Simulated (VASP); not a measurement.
A run of VASP 6.6.1:

File INCAR:

```
SYSTEM = Li
ALGO = Fast
EDIFF = 1E-6
EDIFFG = -0.03
ENCUT = 520
GGA = PE
IBRION = 2
ISIF = 2
ISMEAR = 0
IVDW = 12
LASPH = .TRUE.
LCHARG = .FALSE.
LREAL = Auto
LWAVE = .FALSE.
NELM = 80
NSW = 80
PREC = Accurate
SIGMA = 0.15
```

KPOINTS

```
k-points
0
G
  3 3 3
  0 0 0
```

POSCAR

```
Li
1.0
    6.9800000000      0.0000000000      0.0000000000
    0.0000000000      6.9800000000      0.0000000000
    0.0000000000      0.0000000000      6.9800000000
Li
17
Direct
    0.0000000000      0.0000000000      0.0000000000
    0.5000000000      0.0000000000      0.0000000000
    0.0000000000      0.5000000000      0.0000000000
    0.0000000000      0.0000000000      0.5000000000
    0.2500000000      0.2500000000      0.2500000000
    0.5000000000      0.5000000000      0.0000000000
    0.5000000000      0.0000000000      0.5000000000
    0.7500000000      0.2500000000      0.2500000000
    0.0000000000      0.5000000000      0.5000000000
    0.2500000000      0.7500000000      0.2500000000
    0.2500000000      0.2500000000      0.7500000000
    0.5000000000      0.5000000000      0.5000000000
    0.7500000000      0.7500000000      0.2500000000
    0.7500000000      0.2500000000      0.7500000000
    0.2500000000      0.7500000000      0.7500000000
    0.7500000000      0.7500000000      0.7500000000
    0.7477041000     -0.0033185000      0.6302917000
```

Potentials or basis: VASP PAW PBE potentials, release 64 (Li_sv).

The run is started by

```console
$ cat potpaw_PBE.64/Li_sv/POTCAR > POTCAR
$ mpirun -np 1 vasp_std > vasp.out
```

Hardware: 1 thread of Intel(R) Xeon(R) 6975P-C (Granite Rapids) (shared host).

Question: Estimate the wall time of this run.

Answer: Run time: 59 min on 1 thread of Intel(R) Xeon(R) 6975P-C (Granite Rapids), with other jobs on the host, peak memory 0.46 GiB. Counts: scf iterations 692, k points 14, ion steps 23.
